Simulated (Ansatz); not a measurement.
# V: the cost of one run

Method: DFT PBEsol, scalar-relativistic, plane waves, PAW, in Ansatz 0.2.0.

1 further run of the same task is left out (set aside as unsound or not needed).

### Step 1. The starting structure

The structure is hexagonal, space group P6_3/mmc (No. 194). The conventional cell has a = 2.900 Å, b = 2.900 Å, c = 4.591 Å, α = 90.00°, β = 90.00°, γ = 120.00°. Ti (site symmetry -6m2) is surrounded by 12 Ti at 2.84 to 2.90 Å.

Coordinates:

```
CELL_PARAMETERS angstrom
2.90044 0.00000 0.00000
-1.45022 2.51185 0.00000
0.00000 0.00000 4.59099
ATOMIC_POSITIONS crystal
Ti 0.33333 0.66667 0.25000
Ti 0.66667 0.33333 0.75000
```

This cell was relaxed beforehand with the same method: volume 16.72 Å³/atom, gap on the mesh none (metal).

### Step 2. Ti → V: the starting cell

The start of V: fractional positions of relaxed Ti, cell scaled by 0.970, a guess from tabulated radii. Atoms that may carry a moment start with parallel spins.

### Step 3. A first look at the start (V)

The input, input.yaml:

```yaml
crystal:
  lattice:
    - [2.8123009028, 0.0, 0.0]
    - [-1.4061504514, 2.435524025, 0.0]
    - [0.0, 0.0, 4.4514859626]
  atoms:
    - { symbol: V, position: [0.3333333333, 0.6666666667, 0.25], spin: 2.0 }
    - { symbol: V, position: [0.6666666667, 0.3333333333, 0.75], spin: 2.0 }
basis:
  ecutwfc: 420
kpoints:
  mp_grid: { grid: [6, 6, 4] }
hamiltonian:
  xc: pbesol
scf:
  occupations: { method: gaussian, width: 0.1 }
  lower_state_search: "off"
output:
  forces: true
  stress: true
  eigenvalues: true
  populations: true
magnetization:
  spin_polarized: true
```

Command:

```bash
$ ansatz run input.yaml --threads 1 --pin off --max-ram 2560MiB --backend cpu --events-out ev --progress --plain --runs-dir out
```

**Question.** How long does this run take on 1 thread of Arm Neoverse V1, shared host, and how much memory does it need?

About 4.1 s, with a peak of 0.27 GiB.
